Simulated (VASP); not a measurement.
AlP: single point with PBEsol+D3(BJ)

**What was measured.**

From a printed reference work, data compilation, for a bulk crystal of AlP at 4.2 K: band gap 2.505 eV (indirect).

AlP:

```
CELL_PARAMETERS angstrom
3.85444 0.00000 0.00000
1.92722 3.33804 0.00000
1.92722 1.11268 3.14714
ATOMIC_POSITIONS crystal
Al 0.00000 0.00000 0.00000
P 0.25000 0.25000 0.25000
```

```
Program             : VASP 6.6.1
Task                : single point
Functional          : PBEsol
Dispersion          : D3(BJ)
Potentials or basis : VASP PAW PBE potentials, release 64 (Al, P)
Cutoff              : 500 eV
k mesh              : 7 × 7 × 7
Occupations         : gaussian, width 0.01 eV
Spin                : no spin polarisation
```

- Pressure: -1.1 GPa
- Band gap on the k mesh: 1.56 eV, indirect (least direct gap 3.24 eV)
- Dispersion energy per atom: -0.270 eV

Levels at points of the mesh, in eV from the valence-band top:
```csv
k point,band 2,band 3,band 4,band 5,band 6,band 7
"(0.00, 0.00, 0.00)",0.00,0.00,0.00,3.24,4.52,4.52
```

It took 4.5 s on 1 thread of Intel(R) Xeon(R) Platinum 8559C (Emerald Rapids), with other jobs on the host, peak memory 0.15 GiB.

Against the measured gap of AlP, 2.505 eV (indirect; 4.2 K; a printed reference work, data compilation), the calculated 1.56 eV is off by -0.94 eV. The value is that of PBEsol+D3(BJ) on a finite k mesh, which can miss the band edges, without temperature or zero-point motion. Semilocal functionals fall short of measured gaps as a rule.

Caveat: three body term missing; the PAW data sets were made with another functional, which shifts forces and pressure a little.
